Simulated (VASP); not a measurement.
Level of theory: LDA (Ceperley-Alder, Perdew-Zunger), VASP's LDA PAW potentials (set 64) (plane waves; VASP).

Input for VASP

### KPOINTS
```
Automatic mesh
0
Gamma
7 7 5
0 0 0
```

File POSCAR:
```
Li3N
1
    1.7734605326    -3.0717240004    -0.0000000000
    1.7734605326     3.0717240004     0.0000000000
   -0.0000000000    -0.0000000000     3.7883347364
Li N
3 1
Direct
  0.3333330000   0.6666670000   0.0000000000
  0.6666670000   0.3333330000   0.0000000000
  0.0000000000   0.0000000000   0.5000000000
  0.0000000000   0.0000000000   0.0000000000
```

### INCAR
```
ALGO=Normal
EDIFF=1E-6
EDIFFG=-0.02
ENCUT=520
IBRION=2
ISIF=3
ISMEAR=0
LASPH=T
LCHARG=F
LREAL=F
LWAVE=F
NELM=100
NSW=60
PREC=Accurate
SIGMA=0.05
SYSTEM=Li3N
```

POTCAR, in this order: Li_sv N (LDA.64 set). Program: vasp_std.

Output of the run:

### OSZICAR
```
       N       E                     dE             d eps       ncg     rms          rms(c)
DAV:   1     0.592241941860E+02    0.59224E+02   -0.67378E+03   528   0.135E+03
DAV:   2    -0.128287917020E+02   -0.72053E+02   -0.67116E+02   702   0.259E+02
DAV:   3    -0.208280818693E+02   -0.79993E+01   -0.79516E+01   778   0.783E+01
DAV:   4    -0.215397746004E+02   -0.71169E+00   -0.71065E+00   882   0.192E+01
DAV:   5    -0.215476261228E+02   -0.78515E-02   -0.78512E-02   691   0.248E+00    0.978E+00
DAV:   6    -0.175272460421E+02    0.40204E+01   -0.24692E+01   564   0.235E+01    0.446E+00
DAV:   7    -0.173448160555E+02    0.18243E+00   -0.16546E+00   730   0.767E+00    0.227E+00
DAV:   8    -0.172366944161E+02    0.10812E+00   -0.44580E-01   621   0.489E+00    0.103E+00
DAV:   9    -0.172270428484E+02    0.96516E-02   -0.62740E-02   657   0.167E+00    0.305E-01
DAV:  10    -0.172275892909E+02   -0.54644E-03   -0.53292E-03   645   0.421E-01    0.885E-02
DAV:  11    -0.172272887769E+02    0.30051E-03   -0.20525E-03   656   0.197E-01    0.235E-02
DAV:  12    -0.172272914651E+02   -0.26882E-05   -0.16181E-04   641   0.704E-02    0.143E-02
DAV:  13    -0.172272859203E+02    0.55448E-05   -0.28485E-05   717   0.276E-02    0.154E-03
DAV:  14    -0.172272859737E+02   -0.53452E-07   -0.82053E-07   526   0.747E-03
   1 F= -.17227286E+02 E0= -.17227286E+02  d E =-.172273E+02
```

File OUTCAR:
```
------------------------ aborting loop because EDIFF is reached ----------------------------------------
  FORCE on cell =-STRESS in cart. coord.  units (eV):
  Direction    XX          YY          ZZ          XY          YZ          ZX
  --------------------------------------------------------------------------------------
  Total       -0.0572670     -0.0572670     -0.0351305      0.0000000     -0.0000000      0.0000000
  in kB       -2.2229653     -2.2229657     -1.3636827      0.0000000     -0.0000000      0.0000000
  external PRESSURE =      -1.9365379 kB  Pullay stress =       0.0000000 kB
  volume of cell :       41.27
      direct lattice vectors                 reciprocal lattice vectors
     1.773460533 -3.071724000  0.000000000     0.281934664 -0.162775041  0.000000000
     1.773460533  3.071724000  0.000000000     0.281934664  0.162775041  0.000000000
     0.000000000  0.000000000  3.788334736     0.000000000  0.000000000  0.263968226
 POSITION                                       TOTAL-FORCE (eV/Angst)
 -----------------------------------------------------------------------------------
      1.77346      1.02391      0.00000        -0.000000      0.000000      0.000000
      1.77346     -1.02391      0.00000         0.000000     -0.000000      0.000000
      0.00000      0.00000      1.89417        -0.000000      0.000000      0.000000
      0.00000      0.00000      0.00000        -0.000000      0.000000      0.000000
 -----------------------------------------------------------------------------------
    total drift:                                0.000000     -0.000000      0.000000
  FREE ENERGIE OF THE ION-ELECTRON SYSTEM (eV)
  ---------------------------------------------------
  free  energy   TOTEN  =       -17.2272859737 eV

  energy  without entropy=      -17.2272859737  energy(sigma->0) =      -17.22728597

 reached required accuracy - stopping structural energy minimisation
```
(Selected blocks of OUTCAR.)

The compound is Li3N in the alpha structure. It was relaxed first, which changed the volume by -8 %. The start is the result of an earlier pass.
